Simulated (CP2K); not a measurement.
V:

```
V
1.0
     2.62293    0.00000    0.00000
    -0.87431    2.47292    0.00000
    -0.87431   -1.23646    2.14161
V
1
Direct
  0.00000 0.00000 0.00000
```

Base run:

* Program: CP2K 2026.2
* Functional: PBE
* Potentials or basis: POTENTIAL_UZH V GTH-PBE-q13; DZVP-MOLOPT-PBE-GTH basis
* Density cutoff: 6123 eV
* k mesh: 9 × 9 × 9
* Occupations: fermi-dirac, width 0.05 eV
* Spin: collinear spin, ferromagnetic start
* Starting moments: [2.0] μB
* Fixed moment: 0 μB

Its results: pressure -5.1 GPa.

Problem. The run is repeated on the same cell with these changes: fixed moment from 0 μB to 1.34 μB. What comes out?

Solution. Pressure 38.1 GPa; site moments V +3.00 μB.

Caveats: the basis of atomic orbitals isn't converged, which shifts pressures, moduli and gaps; the total moment is fixed, so each spin has its own Fermi level; the moment is held away from its start (some runs); a pressure of tens of GPa on the cell as given is suspect, and the run, the potentials or the cell itself is likely at fault (some runs).
